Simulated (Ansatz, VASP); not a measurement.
Two plane-wave programs on PtS2

```
Pt S
1.0
     3.61269    0.00000    0.00000
    -1.80635    3.12868    0.00000
     0.00000    0.00000    5.13763
Pt S
1 2
Direct
  0.00000 0.00000 0.00000
  0.66667 0.33333 0.77300
  0.33333 0.66667 0.22700
```

Alike in both runs: task single point; functional LDA; k mesh 9 × 9 × 5; occupations fermi-dirac, width 0.05 eV; no spin polarisation.

|  | VASP | Ansatz |
| --- | --- | --- |
| version | VASP 6.6.1 | Ansatz 0.2.0 |
| potentials or method | VASP PAW LDA potentials, release 64 (Pt, S) | Ansatz PAW |
| plane-wave cutoff (eV) | 520 | 420 |
| valence electrons in the cell | 22 | 30 |

VASP gave:

```
gap on the k mesh at the Fermi level (eV)       : 0.85
least direct gap on the mesh (eV)               : 0.90
pressure (GPa)                                  : -4.8
largest component of the traceless stress (GPa) : 2.35
rms of the force components (eV/Å)              : 0.002
```

Task: Which values does Ansatz return?

Result: gap on the k mesh at the Fermi level (eV): 0.84; least direct gap on the mesh (eV): 0.89; pressure (GPa): -4.8; largest component of the traceless stress (GPa): 2.33; rms of the force components (eV/Å): 0.003.

Atom by atom the forces differ by 0.001 eV/Å (rms over components). The two sets of potentials don't hold the same shells in valence.

Caveats: spin-orbit coupling is left out, which moves the levels of the heavy elements; an odd mesh through Γ misses points on the zone boundary, where band edges often lie (VASP); odd divisions of the mesh miss points on the zone boundary, where band edges often lie, so the gap on the mesh can be too wide (Ansatz); the PAW data sets come from PBE, with cores solved anew for the run's functional, which leaves a small shift of forces and pressure (Ansatz). Expect the measured gap to be larger: semilocal functionals such as LDA lack the derivative discontinuity.
